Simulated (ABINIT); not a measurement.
MgO:

```
CELL_PARAMETERS angstrom
2.93802 0.00000 0.00000
-1.46901 2.54440 0.00000
0.00000 0.00000 2.67968
ATOMIC_POSITIONS crystal
Mg 0.00000 0.00000 0.00000
O 0.33333 0.66667 0.50000
```

Measurements of this composition are mostly on another form, of space group No. 225.

Base run:

- Program: ABINIT 10.8.3 (patched build)
- Functional: PBEsol
- Potentials or basis: JTH PAW PBE v2.0
- Cutoff: 626 eV
- k mesh: 10 × 10 × 10
- Occupations: fermi-dirac, width 0.05 eV
- Spin: no spin polarisation

Its results: band gap on the k mesh 2.93 eV, indirect (least direct gap 3.33 eV); pressure -3.7 GPa.

Task: After a change of settings the same cell gave: band gap on the k mesh 2.95 eV, indirect (least direct gap 3.35 eV); pressure -8.9 GPa. Which change was it?
A. functional from PBEsol to r2SCAN; cutoff from 626 eV to 762 eV; fine-grid cutoff from 1224.51 eV to 1360.57 eV
B. functional from PBEsol to PBE
C. functional from PBEsol to LDA; potentials or basis from JTH PAW PBE v2.0 to JTH PAW LDA v2.0

Result: C.

Caveats: the PAW data sets were made with another functional, which shifts forces and pressure a little (some runs).
